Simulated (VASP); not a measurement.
A run of VASP 6.6.1 is set up as follows.

File POSCAR:

```
KF
1.0
    0.0000000000      2.6589605792      2.6589605792
    2.7294230346      0.0000000000      2.6589605792
    2.7294230346      2.6589605792      0.0000000000
K F
1 1
Direct
    0.0000000000      0.0000000000      0.0000000000
    0.5000000000      0.5000000000      0.5000000000
```

The input INCAR.step1:

```
PREC     = Accurate       # precision mode
ENCUT    = 520            # plane-wave cutoff, eV
EDIFF    = 1E-5           # SCF threshold, eV
ISMEAR   = 0              # smearing method
SIGMA    = 0.01           # smearing width, eV
LREAL    = F              # projectors in reciprocal space
LASPH    = T              # aspherical terms in the spheres
NELM     = 100            # most SCF steps
ALGO     = Normal         # electronic algorithm
ISIF     = 2              # what is computed and relaxed
LWAVE    = T              # write WAVECAR
LCHARG   = F              # write CHGCAR
GGA      = PE             # functional
NBANDS   = 15             # bands
```

INCAR.step2

```
PREC     = Accurate       # precision mode
ENCUT    = 520            # plane-wave cutoff, eV
EDIFF    = 1E-6           # SCF threshold, eV
ISMEAR   = 0              # smearing method
SIGMA    = 0.01           # smearing width, eV
LREAL    = F              # projectors in reciprocal space
LASPH    = T              # aspherical terms in the spheres
NELM     = 100            # most SCF steps
ALGO     = Normal         # electronic algorithm
ISIF     = 2              # what is computed and relaxed
LWAVE    = F              # write WAVECAR
LCHARG   = F              # write CHGCAR
GGA      = PE             # functional
LHFCALC  = T              # exact exchange
HFSCREEN = 0.2079         # screening, 1/A
PRECFOCK = Normal       
ISTART   = 1            
NBANDS   = 15             # bands
```

File KPOINTS:

```
Automatic mesh
0
Gamma
  6 6 6
```

Potentials or basis: VASP PAW PBE potentials, release 64 (K_sv, F).

The run is started by

```console
$ cat potpaw_PBE.64/K_sv/POTCAR potpaw_PBE.64/F/POTCAR > POTCAR
$ cp INCAR.step1 INCAR
$ mpirun -np 1 vasp_std > vasp.out
$ cp INCAR.step2 INCAR
$ mpirun -np 1 vasp_std > vasp.out
```

(1) What does it give for the pressure?

(2) Estimate the band gap on the k mesh.

Answers

(1) 0.2 GPa.

(2) 8.08 eV, direct.

Caveat: the PAW data sets were made with another functional, which shifts forces and pressure a little.
